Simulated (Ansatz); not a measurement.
CdSe:

```
Cd Se
1.0
     0.00000    3.07027    3.07027
     3.07027    0.00000    3.07027
     3.07027    3.07027    0.00000
Cd Se
1 1
Cartesian
  0.0000 0.0000 0.0000
  1.5351 1.5351 1.5351
```

Measurements of this composition are mostly on another form, of space group No. 186.

Base run:

* Program: Ansatz 0.2.0
* Functional: PBE
* Potentials or basis: all-electron LAPW, scalar-relativistic
* Cutoff: 266 eV
* Density cutoff: 1065 eV
* Basis error allowed: 0.001 eV/atom
* k mesh: 8 × 8 × 8
* Occupations: fermi-dirac, width 0.05 eV
* Spin: no spin polarisation

Its results: band gap on the k mesh 0.55 eV, direct; pressure 1.3 GPa.

**Question.** The run is repeated on the same cell with these changes: functional from PBE to RPBE. What comes out?

**Answer.** Band gap on the k mesh 0.73 eV, direct; pressure 3.2 GPa.

RPBE binds less tightly than PBE, so the same cell stands under more pressure.

Not every run made on this cell is shown here.
